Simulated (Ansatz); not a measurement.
Write a Python script for the Ansatz DFT code, driven from Python that makes relaxations under a series of pressures of Ni, space group Im-3m. Level of theory (first run): PBE, PAW, cutoff 450 eV, 17×17×17 k-points, Gaussian smearing of 0.1 eV, collinear spin.

```
Ni
1.0
    -1.38372    1.38372    1.38372
     1.38372   -1.38372    1.38372
     1.38372    1.38372   -1.38372
Ni
1
Direct
  0.00000 0.00000 0.00000
```

`compress_ni.py`:
```python
"""Cell of Ni under pressure."""

import argparse

import ansatz as az
import numpy as np
from pymatgen.core import Lattice, Structure
from pymatgen.io.ase import AseAtomsAdaptor

parser = argparse.ArgumentParser(description="Cell of Ni under pressure.")
parser.add_argument("--functional", required=True, help="exchange-correlation functional")
parser.add_argument("--cutoff-ev", type=float, default=450.0, help="plane-wave cutoff (eV)")
parser.add_argument("--width-ev", type=float, required=True, help="smearing width (eV)")
args = parser.parse_args()

def edges_and_angles(cell):
    cell = np.asarray(cell)
    a, b, c = np.linalg.norm(cell, axis=1)
    cosines = cell[1] @ cell[2] / (b * c), cell[0] @ cell[2] / (a * c), cell[0] @ cell[1] / (a * b)
    return (a, b, c, *np.degrees(np.arccos(cosines)))


def main() -> None:
    pmg_structure = Structure(
        Lattice([(-1.38372, 1.38372, 1.38372), (1.38372, -1.38372, 1.38372), (1.38372, 1.38372, -1.38372)]),
        ["Ni"],
        [
            (0.0, 0.0, 0.0),
        ],
    )
    xtal = az.Crystal.from_ase(AseAtomsAdaptor.get_atoms(pmg_structure)).moments(Ni=2.0)

    setup = (
        xtal.calculation()
        .functional(args.functional)
        .pseudopotentials("paw")
        .basis(args.cutoff_ev)
        .kpoints(17)
        .occupations(az.OccupationsMethod.GAUSSIAN, width=args.width_ev)
        .spin("collinear")
    )

    # H = F + PV, with 1 GPa A^3 = 1/160.21766 eV
    rows = []
    for pressure in [0, 2, 4, 6, 8]:
        result = setup.relax(cell=True, pressure=pressure).run(threads=1, pin="off")
        cell = result.lattice.cell_ang
        n_atoms = len(result.lattice.sites)
        volume = abs(np.linalg.det(cell)) / n_atoms
        enthalpy = result.report["free_energy_ev"] / n_atoms + pressure * volume / 160.21766
        rows.append((pressure, volume, enthalpy, *edges_and_angles(cell)))
        print(f"{pressure} GPa done: {volume:.4f} A^3/atom")

    print(" P (GPa)  V (A^3/atom)  H (eV/atom)     a       b       c")
    for row in rows:
        print("{:8.1f} {:12.4f} {:14.5f} {:7.4f} {:7.4f} {:7.4f}".format(*row[:6]))
    p, v = np.array([row[0] for row in rows], float), np.array([row[1] for row in rows])
    print("mean bulk modulus between rows (GPa):", np.round(-np.diff(p) / np.diff(np.log(v)), 1))


if __name__ == "__main__":
    main()
```

Output of `python compress_ni.py --functional pbe --width-ev 0.1`:
```text
0 GPa done: 10.9847 A^3/atom
2 GPa done: 10.8727 A^3/atom
4 GPa done: 10.7644 A^3/atom
6 GPa done: 10.6663 A^3/atom
8 GPa done: 10.5715 A^3/atom
 P (GPa)  V (A^3/atom)  H (eV/atom)     a       b       c
     0.0      10.9847    -5839.62516  2.4255  2.4255  2.4255
     2.0      10.8727    -5839.48874  2.4172  2.4172  2.4172
     4.0      10.7644    -5839.35369  2.4092  2.4092  2.4092
     6.0      10.6663    -5839.21993  2.4018  2.4018  2.4018
     8.0      10.5715    -5839.08736  2.3947  2.3947  2.3947
mean bulk modulus between rows (GPa): [195.2 199.7 218.5 224.2]
```

The volume falls from 10.98 Å³ an atom at 0 GPa to 10.57 at 8 GPa, by 3.8 %. Between 0 and 2 GPa, -V dP/dV is about 195 GPa, a mean over that step.

Total energies depend on the potentials; only differences at equal settings carry meaning. The magnetic order follows from the starting moments and needn't be the lowest. At a fixed pressure a relaxation lowers the enthalpy F + PV, while F alone can rise. This isn't the structure that Ni takes at ambient conditions. Symmetry holds the cell in this phase, whether or not it is the stable one at each pressure. Wall time of the script: 82 s on 1 thread of Arm Neoverse V2 (shared host), peak memory 0.46 GiB.
